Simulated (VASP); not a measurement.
W:

```xyz
1
Lattice="-1.5823 1.5823 1.5823 1.5823 -1.5823 1.5823 1.5823 1.5823 -1.5823" Properties=species:S:1:pos:R:3 pbc="T T T"
W     0.0000    0.0000    0.0000
```

- Program: VASP 6.6.1
- Task: relaxation of cell and atoms
- Functional: BEEF-vdW
- Potentials or basis: VASP PAW PBE potentials, release 64 (W_sv)
- Cutoff: 600 eV
- k mesh: 12 × 12 × 12
- Occupations: fermi-dirac, width 0.05 eV
- Spin: no spin polarisation

At the start: pressure 7.3 GPa; volume 15.85 Å³/atom.

How do energy, volume and symmetry change on relaxing?

Over 4 steps the energy falls by 8.1 meV/atom and the volume is 16.22 Å³/atom (+2.3 %); space group Im-3m (No. 229, to 0.05 Å).

The path:
```csv
step,energy change (eV),largest force (eV/Å),pressure (GPa),volume (Å³)
1,0.0000,0.0000,7.26,15.85
2,0.0830,0.0000,-20.37,17.55
3,-0.0081,0.0000,-0.22,16.23
4,-0.0081,0.0000,-0.01,16.22
```

Final structure:
```yaml
crystal:
  lattice:
    - [-1.59448, 1.59448, 1.59448]
    - [1.59448, -1.59448, 1.59448]
    - [1.59448, 1.59448, -1.59448]
  atoms:
    - { symbol: W, position: [0.00000, 0.00000, 0.00000] }
```

Caveat: the PAW data sets were made with another functional, which shifts forces and pressure a little.
